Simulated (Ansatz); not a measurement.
LiH in the CsCl structure, relaxed with r2SCAN, was run in Ansatz 0.2.0 under altered settings. All numbers are computed, without spin polarisation but where a row says otherwise.

```
Li H
1.0
     2.50166    0.00000    0.00000
     0.00000    2.50166    0.00000
     0.00000    0.00000    2.50166
Li H
1 1
Direct
  0.00000 0.00000 0.00000
  0.50000 0.50000 0.50000
```

The base run's other keys:
```yaml
kpoints:
  mp_grid: { grid: [4, 4, 4] }
hamiltonian:
  xc: hse06
scf:
  occupations: { method: fixed }
  n_extra_bands: 4
```

It takes 10 iterations with 305 plane waves at 420 eV and 10 k points, and leaves a mean stress of +0.76 GPa. The gap over this mesh is 1.426 eV. It ran on 4 threads of Arm Neoverse V1, with other jobs on the host.

Outcomes, with energy and stress as changes against the base:
```csv
setting,outcome,ΔF (meV/atom),Δ mean stress (GPa),gap on the mesh (eV),iterations,wall time
"PBE hybrid, exx coeff 0.5, unscreened",converged,–,-0.4,3.759,12,1.2 s
"PBE hybrid, exx coeff 0.1, omega 0.1 1/Å",converged,–,+0.4,1.077,10,1.2 s
"PBE hybrid, exx coeff 0.35, omega 0.1 1/Å",converged,–,-0.3,2.225,11,1.2 s
"PBE hybrid, exx coeff 0.2, unscreened",converged,–,+0.2,1.859,11,1.1 s
scf.n_extra_bands: 0,converged,0.0,0.0,1.426,11,1.2 s
```
A dash marks a value that wasn't obtained or can't be compared. Stress is positive in compression. The base took 1.3 s.

- PBE hybrid, exx coeff 0.5, unscreened. That is 50 % exact exchange, at all ranges, against HSE06's 25 % screened at 0.208 1/Å. The mean stress moves by -0.4 GPa and the gap on the mesh by +2.333 eV (to 3.759). Totals of different functionals aren't comparable.
- PBE hybrid, exx coeff 0.1, omega 0.1 1/Å. That is 10 % exact exchange, screened with ω = 0.1 1/Å, against HSE06's 25 % screened at 0.208 1/Å. The mean stress moves by +0.4 GPa and the gap on the mesh by -0.349 eV (to 1.077). Totals of different functionals aren't comparable. The program warns that on this mesh the truncation of the exchange isn't bounded, so part of the change can be an error of the mesh.
- PBE hybrid, exx coeff 0.35, omega 0.1 1/Å. That is 35 % exact exchange, screened with ω = 0.1 1/Å, against HSE06's 25 % screened at 0.208 1/Å. The mean stress moves by -0.3 GPa and the gap on the mesh by +0.799 eV (to 2.225). Totals of different functionals aren't comparable. The program warns that on this mesh the truncation of the exchange isn't bounded, so part of the change can be an error of the mesh.
- PBE hybrid, exx coeff 0.2, unscreened. That is 20 % exact exchange, at all ranges, against HSE06's 25 % screened at 0.208 1/Å. The mean stress moves by +0.2 GPa and the gap on the mesh by +0.434 eV (to 1.859). Totals of different functionals aren't comparable.

Within 1 meV an atom, 0.1 GPa and 0.005 eV of the base stay: scf.n_extra_bands: 0.

The stress of a hybrid is loosely converged in these runs.

The meshes of the hybrids are coarse, so their gaps aren't converged to the digits shown.
